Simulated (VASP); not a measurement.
Input of a VASP 6.6.1 run:

File INCAR:

```
ALGO = Normal
EDIFF = 1E-6
ENCUT = 520
ICORELEVEL = 1
ISIF = 2
ISMEAR = 1
KPAR = 4
LASPH = T
LCHARG = F
LMIXTAU = T
LREAL = F
LWAVE = F
METAGGA = R2SCAN
NELM = 60
PREC = Accurate
SIGMA = 0.1
```

The input KPOINTS:

```
k-points
0
Gamma
  6 6 6
```

POSCAR

```
TiC
1.0
    0.0000000000      4.3186000000      4.3186000000
    4.3186000000      0.0000000000      4.3186000000
    4.3186000000      4.3186000000      0.0000000000
Ti C
8 8
Direct
    0.0000000000      0.0000000000      0.0000000000
    0.0000000000      0.0000000000      0.5000000000
    0.0000000000      0.5000000000      0.0000000000
    0.0000000000      0.5000000000      0.5000000000
    0.5000000000      0.0000000000      0.0000000000
    0.5000000000      0.0000000000      0.5000000000
    0.5000000000      0.5000000000      0.0000000000
    0.5000000000      0.5000000000      0.5000000000
    0.2500000000      0.2500000000      0.2500000000
    0.2500000000      0.2500000000      0.7500000000
    0.2500000000      0.7500000000      0.2500000000
    0.2500000000      0.7500000000      0.7500000000
    0.7500000000      0.2500000000      0.2500000000
    0.7500000000      0.2500000000      0.7500000000
    0.7500000000      0.7500000000      0.2500000000
    0.7500000000      0.7500000000      0.7500000000
```

Potentials or basis: VASP PAW PBE potentials, release 64 (Ti_sv, C).

Launch:

```bash
$ cat potpaw_PBE.64/Ti_sv/POTCAR potpaw_PBE.64/C/POTCAR > POTCAR
$ mpirun -np 4 vasp_std > vasp.out
```

Q: Estimate the band gap on the k mesh.

A: None (metal or under the smearing width).

Q: What does it give for the pressure?

A: 2.7 GPa.

Core levels (eV, on the scale of the bands):
```csv
atom,levels
1 Ti,"1s -4898.7, 2s -536.0, 2p -443.9"
2 Ti,"1s -4898.7, 2s -536.0, 2p -443.9"
3 Ti,"1s -4898.7, 2s -536.0, 2p -443.9"
4 Ti,"1s -4898.7, 2s -536.0, 2p -443.9"
5 Ti,"1s -4898.7, 2s -536.0, 2p -443.9"
6 Ti,"1s -4898.7, 2s -536.0, 2p -443.9"
```

Caveat: the PAW data sets were made with another functional, which shifts forces and pressure a little.
